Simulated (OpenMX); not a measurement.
The system is CsPbCl3.

```
Pb Cs Cl
1.0
     5.60500    0.00000    0.00000
     0.00000    5.60500    0.00000
     0.00000    0.00000    5.60500
Pb Cs Cl
1 1 3
Cartesian
  2.8025 2.8025 2.8025
  0.0000 0.0000 0.0000
  2.8025 0.0000 2.8025
  0.0000 2.8025 2.8025
  2.8025 2.8025 0.0000
```

Base run:

```yaml
Program: OpenMX 3.8.5
Functional: PBE
Potentials_or_basis: OpenMX 2013 PBE set, Pb8.0-s3p2d2f1, Cs12.0-s3p2d2, Cl7.0-s2p2d1f1, grid cutoff 500 Ry
k_mesh: 5 × 5 × 5
Occupations: fermi-dirac, width 0.05 eV
Spin: no spin polarisation
```

Its results: pressure 2.0 GPa.

Q: The run is repeated on the same cell with these changes: functional from PBE to LDA; potentials or basis from OpenMX 2013 PBE set, Pb8.0-s3p2d2f1, Cs12.0-s3p2d2, Cl7.0-s2p2d1f1, grid cutoff 500 Ry to OpenMX 2013 LDA set, Pb8.0-s3p2d2f1, Cs12.0-s3p2d2, Cl7.0-s2p2d1f1, grid cutoff 500 Ry. What comes out?

A: Pressure -1.0 GPa.

Caveats: the basis of atomic orbitals isn't converged, which shifts pressures, moduli and gaps.
